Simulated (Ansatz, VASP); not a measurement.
## Two plane-wave programs on Cu

File INCAR:

```
PREC = Accurate
ENCUT = 520
EDIFF = 1E-7
ISMEAR = -1
SIGMA = 0.1
LREAL = F
LASPH = T
NELM = 80
ALGO = Normal
ISIF = 2
LWAVE = F
LCHARG = F
GGA = PS
NBANDS = 18
```

KPOINTS

```
Automatic mesh
0
Gamma
  16 16 9
```

File POSCAR:

```
Cu
1.0
    2.6155336364      0.0000000000      0.0000000000
   -1.3077668182      2.2651185736      0.0000000000
    0.0000000000      0.0000000000      4.2831745144
Cu
2
Direct
    0.3333333333      0.6666666667      0.2500000000
    0.6666666667      0.3333333333      0.7500000000
```

Input for Ansatz:

```yaml
crystal:
  lattice:
    - [2.6155336364, 0.0, 0.0]
    - [-1.3077668182, 2.2651185736, 0.0]
    - [0.0, 0.0, 4.2831745144]
  atoms:
    - { symbol: Cu, position: [0.3333333333, 0.6666666667, 0.25] }
    - { symbol: Cu, position: [0.6666666667, 0.3333333333, 0.75] }
hamiltonian:
  xc: pbesol
  pseudopotentials:
    kind: paw
    azcp:
      Cu: "pseudopotentials/Cu.paw.azcp"
basis:
  ecutwfc: 420
  fft_grid_basis: typed
kpoints:
  mp_grid: { grid: [16, 16, 9], shift: [0, 0, 0] }
magnetization:
  spin_polarized: false
scf:
  occupations: { method: fermi_dirac, width: 0.1 }
  lower_state_search: "off"
output:
  stress: true
  write_density: true
  write_potential: true
  elf: true
  volumetric_format: npy
```

Alike in both runs: task single point; functional PBEsol; k mesh 16 × 16 × 9; occupations fermi-dirac, width 0.1 eV; no spin polarisation.

```csv
,VASP,Ansatz
version,VASP 6.6.1,Ansatz 0.2.0
potentials or method,"VASP PAW PBE potentials, release 64 (Cu)","plane waves (420 eV) with PAW, scalar-relativistic"
plane-wave cutoff (eV),520,420
valence electrons in the cell,22,38
```

```csv
,VASP,Ansatz,Ansatz less VASP
pressure (GPa),-13.6,-14.2,-0.66
largest component of the traceless stress (GPa),0.08,0.05,-0.024
```

The functional is the same, so the differences come from potentials, cutoffs and numerics. The two sets of potentials don't hold the same shells in valence. Ansatz warned: «pseudo_functional_mismatch».

Caveats: the PAW data sets were made with another functional, which shifts forces and pressure a little (VASP).
